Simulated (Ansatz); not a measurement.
# AlCu (Pm-3m) in Ansatz: further runs

One crystal, AlCu, is run at these levels: PBEsol; tasks: single point, equation of state.

Program: Ansatz 0.2.0. These are calculated values, not measurements. Logs are shortened: lines on timing, memory, paths and dates and some standing lists are left out, and cuts for length are marked.

**1. Starting point**

Symmetry: Pm-3m, No. 221, cubic system. Conventional cell: a = 2.998 Å, b = 2.998 Å, c = 2.998 Å, α = 90.00°, β = 90.00°, γ = 90.00°. Around Cu (site symmetry m-3m) lie 8 Al at 2.60 Å. Al (site symmetry m-3m) is surrounded by 8 Cu at 2.60 Å.

The cell comes from a database or a generator and needn't be the stable form of this composition.

**2. Single point, PBEsol, 12.66 Å³/atom (volume scaled by 0.94)**

Input file input.yaml:

```yaml
crystal:
  lattice:
    - [2.9363181771, 0.0, 0.0]
    - [0.0, 2.9363181771, 0.0]
    - [0.0, 0.0, 2.9363181771]
  atoms:
    - { symbol: Cu, position: [0.5, 0.5, 0.5] }
    - { symbol: Al, position: [0.0, 0.0, 0.0] }
hamiltonian:
  xc: pbesol
  pseudopotentials: { kind: paw }
kpoints:
  mp_grid: { grid: [9, 9, 9] }
scf:
  occupations: { method: fermi_dirac, width: 0.05 }
output:
  forces: true
  stress: true
  eigenvalues: true
```

Potentials or basis: Ansatz PAW.

Started as:

```bash
$ ansatz run input.yaml --threads 2 --pin off --max-ram 5632MiB --backend cpu --events-out ev --progress --plain --runs-dir out
```

Standard output:

```text
Warning: RAYON_NUM_THREADS=2 ignored (pool sized by the plan → 2); use --threads N
Engine: ansatz 0.2.0, aarch64-unknown-linux-gnu
Pseudopotentials: kind: paw
Pseudopotential: Cu, paw, valence charge 19, recommended cutoff 420 eV (normal), Cu.paw.azcp
Pseudopotential: Al, paw, valence charge 3, recommended cutoff 420 eV (normal), Al.paw.azcp
Functional definition: PBEsol
  exchange = pbesol_x
  correlation = pbesol_c
Crystal: 2 atoms, lattice volume = 25.317 Å³
Basis set: ecut = 420 eV, 485 PW (Γ), exchange–correlation on 40×40×40 points (8 copies of the dense FFT grid, shifted against one another)
Bands: 15, of which v1, the nominal top of the filled ones, is band 11 counted from 1 (10 counted from 0)
Symmetry: 48 space group operations
Space group: Pm-3m (ITA 221), of the structure as read, at distance tolerance 2.9e-5 Å
k-points: 35 of 729
Non-local potential: Cu, projectors of the file, l = 0: 3, l = 1: 2, l = 2: 3, l = 3: 1
Non-local potential: Al, projectors of the file, l = 0: 2, l = 1: 2, l = 2: 1
PAW form: soft (Blöchl's): semilocal exchange-correlation on the pseudo side does not see the compensation charge
PAW frozen core: Cu, regenerated for the run's functional, and the local potential with it (the file was generated under x = pbe(κ = 0.804, μ = 0.2195149727645171), c = pbe(β = 0.06672455060314922))
PAW frozen core: Al, regenerated for the run's functional, and the local potential with it (the file was generated under x = pbe(κ = 0.804, μ = 0.2195149727645171), c = pbe(β = 0.06672455060314922))
PAW one-centre angular grid: Cu, 590 points (default); XC on 64 Gauss nodes
PAW one-centre angular grid: Al, 110 points (default); XC on 64 Gauss nodes
Initial density: superposition of atomic densities (neutral atoms: chi_scale 0, normalization atom), corrected by the library's trained network
Initial wavefunctions: pseudopotential atomic-orbital guess
Functional: x = pbesol(κ = 0.804, μ = 0.12345679012345678), c = pbesol(β = 0.046)
SCF iter   1: F=—  HF=-7113.627699 eV  |F-HF|=—  |Δ(HF+E_count)|=         —  Δρ=1.86e-2  dr2=4.58e-2  ethr=1.77e-3  ⟨swp⟩=4.3  Hψ=2370  notcnv=0
preconditioner: auto → none  [metal: Δε(μ)=0.079 eV  Ē_g=10.106 eV  σ=0.050 eV  W_gap=0.37  n_scr=6 (ndim 8)  ℏωp=27.6 eV  f_vac=0.000  D(μ)=0.78/eV (n_scr^D=6)  sad-step TF]
SCF iter   2: F=—  HF=-7113.619285 eV  |F-HF|=—  |Δ(HF+E_count)|=   8.41e-3  Δρ=3.15e-3  dr2=1.36e-3  ethr=2.08e-4  ⟨swp⟩=2.6  Hψ=1125  notcnv=0  defer=4
SCF iter   3: F=—  HF=-7113.618772 eV  |F-HF|=—  |Δ(HF+E_count)|=   5.13e-4  Δρ=1.49e-3  dr2=2.86e-4  ethr=6.18e-6  ⟨swp⟩=1.3  Hψ=548  notcnv=0  defer=4
SCF iter   4: F=—  HF=-7113.618673 eV  |F-HF|=—  |Δ(HF+E_count)|=   9.90e-5  Δρ=8.55e-5  dr2=1.07e-6  ethr=1.30e-6  ⟨swp⟩=1.9  Hψ=677  notcnv=0  defer=4
SCF iter   5: F=—  HF=-7113.618621 eV  |F-HF|=—  |Δ(HF+E_count)|=   5.25e-5  Δρ=9.37e-6  dr2=8.96e-9  ethr=4.88e-9  ⟨swp⟩=2.0  Hψ=767  notcnv=0  defer=4
SCF iter   6: F=-7113.618621 eV  HF=-7113.618621 eV  |F-HF|=7.28e-12  |Δ(HF+E_count)|=   4.18e-9  Δρ=1.05e-6  dr2=1.43e-10  ethr=4.07e-11  ⟨swp⟩=2.2  Hψ=1781  notcnv=0
SCF 1 converged in 6 iterations: F = -7113.618621 eV  dr2 = 1.43e-10
SCF converged after 6 iterations
Free energy (F): -7113.618621 eV
Harris-Foulkes:  -7113.618621 eV  (|F-HF|=7.28e-12)
Internal energy: -7113.611989 eV  (E = F + TS)
E sigma→0 (E₀):  -7113.615305 eV
Entropy (-TS):   -0.006632 eV (-3.316 meV/atom)
Fermi energy:    13.930820 eV
--- Per-component energies (eV) ---
  E_band       = -415.778360
  E_kinetic    = 325.847120
  E_local      = -5117.249737  (includes V_loc(G=0)·N_el)
  E_nonlocal   = 398.217501
  E_hartree    = 2286.262284
  E_xc         = -130.300342
  E_vxc        = -147.037069  (∫ρ·V_xc dr)
  E_paw        = -2078.352542  (= ΣΔE_a)
  E_vpaw       = -448.082019  (= ΣTr[D̂ρ^β])
  E_aug_tail   = 0.000271  (compensation charges beyond the density's cutoff)
  E_ewald      = -2798.261885
  E_core_change = 0.225341  (= ΣΔE_core)
  E_smearing   = -0.006632  (= −TS)
  E_closure    = -0.000000  (closes the sum)
  Σ components = -7113.618621   (vs F -7113.618621, Δ=0.00e0)
--- Forces (eV/Å), atoms counted from 1 ---
  atom   1  Cu     0.00000000    -0.00000000    -0.00000000
  atom   2  Al    -0.00000000     0.00000000    -0.00000000
  max |Σ_I F_I| component: 1.08e-28 eV/Å
--- Stress (GPa, compression-positive) ---
        2.824200       0.000000       0.000000
        0.000000       2.824200       0.000000
        0.000000       0.000000       2.824200
  P = ⅓ Tr σ = 2.8242 GPa (28.242 kbar)
--- Band table (eV; the first three rows and the last of 35) ---
  k-point 0: bands = ["-99.9148", "-57.4242", "-57.4242", "-57.4242", "1.9883", "8.7874", "8.7874", "9.9275", "9.9275", "9.9275", "17.9597", "17.9597", "17.9597", "20.3996", "20.3996"]
  k-point 1: bands = ["-99.9147", "-57.4254", "-57.4241", "-57.4241", "2.2060", "8.7949", "8.8215", "9.8653", "9.8653", "9.9344", "15.9781", "18.2219", "18.2219", "20.4666", "21.9860"]
  k-point 2: bands = ["-99.9146", "-57.4285", "-57.4238", "-57.4238", "2.8523", "8.7300", "8.9092", "9.7155", "9.7155", "9.9520", "13.4149", "18.9733", "18.9733", "20.6595", "23.3482"]
  k-point 34: bands = ["-99.9132", "-57.4327", "-57.4326", "-57.4326", "8.1253", "8.2751", "8.2751", "10.2925", "10.2925", "13.0802", "14.3819", "14.3819", "15.9112", "16.8547", "16.8547"]
```

Run time: 0.67 s. Hardware: 2 threads of Arm Neoverse V1, shared host; peak memory 0.27 GiB.

Results:

| Property | Result |
| --- | --- |
| Free energy | -7113.6186 eV |
| Pressure | 2.8 GPa |
| Band gap on the k mesh | none (metal or under the smearing width) |

Caveat: the PAW data sets come from PBE, with cores solved anew for the run's functional, which leaves a small shift of forces and pressure.

**3. Single point, PBEsol, 12.93 Å³/atom (volume scaled by 0.96)**

input.yaml, as its differences from that of step 2:

```diff
@@ -2,5 +2,5 @@
   lattice:
-    - [2.9363181771, 0.0, 0.0]
-    - [0.0, 2.9363181771, 0.0]
-    - [0.0, 0.0, 2.9363181771]
+    - [2.9569971555, 0.0, 0.0]
+    - [0.0, 2.9569971555, 0.0]
+    - [0.0, 0.0, 2.9569971555]
   atoms:
```

Potentials or basis: Ansatz PAW.

Started as:

```bash
$ ansatz run input.yaml --threads 2 --pin off --max-ram 5632MiB --backend cpu --events-out ev --progress --plain --runs-dir out
```

Wall time 0.66 s (2 threads of Arm Neoverse V1, shared host); peak memory 0.27 GiB.

It converged, with:

```yaml
Free_energy: -7113.6233 eV
Pressure: 0.0 GPa
Band_gap_on_the_k_mesh: none (metal or under the smearing width)
```

Caveat: the PAW data sets come from PBE, with cores solved anew for the run's functional, which leaves a small shift of forces and pressure.

**4. Single point, PBEsol, 13.20 Å³/atom (volume scaled by 0.98)**

input.yaml, as its differences from that of step 3:

```diff
@@ -2,5 +2,5 @@
   lattice:
-    - [2.9569971555, 0.0, 0.0]
-    - [0.0, 2.9569971555, 0.0]
-    - [0.0, 0.0, 2.9569971555]
+    - [2.9773908838, 0.0, 0.0]
+    - [0.0, 2.9773908838, 0.0]
+    - [0.0, 0.0, 2.9773908838]
   atoms:
```

Started as:

```bash
$ ansatz run input.yaml --threads 2 --pin off --max-ram 5632MiB --backend cpu --events-out ev --progress --plain --runs-dir out
```

Wall time 0.66 s (2 threads of Arm Neoverse V1, shared host); peak memory 0.27 GiB.

The run converged. Its results:

```yaml
Free_energy: -7113.6190 eV
Pressure: -2.5 GPa
Band_gap_on_the_k_mesh: none (metal or under the smearing width)
```

Caveat: the PAW data sets come from PBE, with cores solved anew for the run's functional, which leaves a small shift of forces and pressure.

**5. Single point, PBEsol, 13.47 Å³/atom**

input.yaml, as its differences from that of step 4:

```diff
@@ -2,5 +2,5 @@
   lattice:
-    - [2.9773908838, 0.0, 0.0]
-    - [0.0, 2.9773908838, 0.0]
-    - [0.0, 0.0, 2.9773908838]
+    - [2.997509, 0.0, 0.0]
+    - [0.0, 2.997509, 0.0]
+    - [0.0, 0.0, 2.997509]
   atoms:
@@ -19 +19,5 @@
   eigenvalues: true
+  write_density: true
+  write_potential: true
+  elf: true
+  volumetric_format: npy
```

Started as:

```bash
$ ansatz run input.yaml --threads 2 --pin off --max-ram 5632MiB --backend cpu --events-out ev --progress --plain --runs-dir out
```

It took 0.94 s on 2 threads of Arm Neoverse V1, shared host; peak memory 0.28 GiB.

The run converged. Its results:

- Free energy: -7113.6069 eV
- Pressure: -4.7 GPa
- Band gap on the k mesh: none (metal or under the smearing width)

Caveat: the PAW data sets come from PBE, with cores solved anew for the run's functional, which leaves a small shift of forces and pressure.

**6. Single point, PBEsol, 13.74 Å³/atom (volume scaled by 1.02)**

input.yaml, as its differences from that of step 5:

```diff
@@ -2,5 +2,5 @@
   lattice:
-    - [2.997509, 0.0, 0.0]
-    - [0.0, 2.997509, 0.0]
-    - [0.0, 0.0, 2.997509]
+    - [3.0173606315, 0.0, 0.0]
+    - [0.0, 3.0173606315, 0.0]
+    - [0.0, 0.0, 3.0173606315]
   atoms:
@@ -19,5 +19 @@
   eigenvalues: true
-  write_density: true
-  write_potential: true
-  elf: true
-  volumetric_format: npy
```

Potentials or basis: Ansatz PAW.

Started as:

```bash
$ ansatz run input.yaml --threads 2 --pin off --max-ram 5632MiB --backend cpu --events-out ev --progress --plain --runs-dir out
```

Run time: 0.78 s. Hardware: 2 threads of Arm Neoverse V1, shared host; peak memory 0.28 GiB.

It converged, with:

| Property | Result |
| --- | --- |
| Free energy | -7113.5877 eV |
| Pressure | -6.7 GPa |
| Band gap on the k mesh | none (metal or under the smearing width) |

Caveat: the PAW data sets come from PBE, with cores solved anew for the run's functional, which leaves a small shift of forces and pressure.

**7. Single point, PBEsol, 14.01 Å³/atom (volume scaled by 1.04)**

input.yaml, as its differences from that of step 6:

```diff
@@ -2,5 +2,5 @@
   lattice:
-    - [3.0173606315, 0.0, 0.0]
-    - [0.0, 3.0173606315, 0.0]
-    - [0.0, 0.0, 3.0173606315]
+    - [3.0369544314, 0.0, 0.0]
+    - [0.0, 3.0369544314, 0.0]
+    - [0.0, 0.0, 3.0369544314]
   atoms:
```

Started as:

```bash
$ ansatz run input.yaml --threads 2 --pin off --max-ram 5632MiB --backend cpu --events-out ev --progress --plain --runs-dir out
```

It took 0.78 s on 2 threads of Arm Neoverse V1, shared host; peak memory 0.28 GiB.

Results (log left out):

```
Free energy            : -7113.5624 eV
Pressure               : -8.4 GPa
Band gap on the k mesh : none (metal or under the smearing width)
```

Caveat: the PAW data sets come from PBE, with cores solved anew for the run's functional, which leaves a small shift of forces and pressure.

**8. Single point, PBEsol, 14.27 Å³/atom (volume scaled by 1.06)**

input.yaml, as its differences from that of step 7:

```diff
@@ -2,5 +2,5 @@
   lattice:
-    - [3.0369544314, 0.0, 0.0]
-    - [0.0, 3.0369544314, 0.0]
-    - [0.0, 0.0, 3.0369544314]
+    - [3.0562986117, 0.0, 0.0]
+    - [0.0, 3.0562986117, 0.0]
+    - [0.0, 0.0, 3.0562986117]
   atoms:
@@ -19 +19,5 @@
   eigenvalues: true
+  write_density: true
+  write_potential: true
+  elf: true
+  volumetric_format: npy
```

Started as:

```bash
$ ansatz run input.yaml --threads 2 --pin off --max-ram 5632MiB --backend cpu --events-out ev --progress --plain --runs-dir out
```

Run time: 0.97 s. Hardware: 2 threads of Arm Neoverse V1, shared host; peak memory 0.29 GiB.

The run converged. Its results:

- Free energy: -7113.5315 eV
- Pressure: -9.9 GPa
- Band gap on the k mesh: none (metal or under the smearing width)

Caveat: the PAW data sets come from PBE, with cores solved anew for the run's functional, which leaves a small shift of forces and pressure.

**9. Equation of state, PBEsol**

Potentials or basis: Ansatz PAW.

No new run: the results of the series are fitted here.

What came out:

```yaml
Equilibrium_volume: 12.93 Å³/atom
Bulk_modulus: 127 GPa
Pressure_derivative_of_the_bulk_modulus: 4.7
```

Energy against volume, from the lowest point:
| volume (Å³/atom) | energy (meV/atom) |
| --- | --- |
| 12.658 | 2.32 |
| 12.928 | 0.00 |
| 13.197 | 2.12 |
| 13.466 | 8.20 |
| 13.736 | 17.76 |
| 14.005 | 30.43 |
| 14.274 | 45.87 |
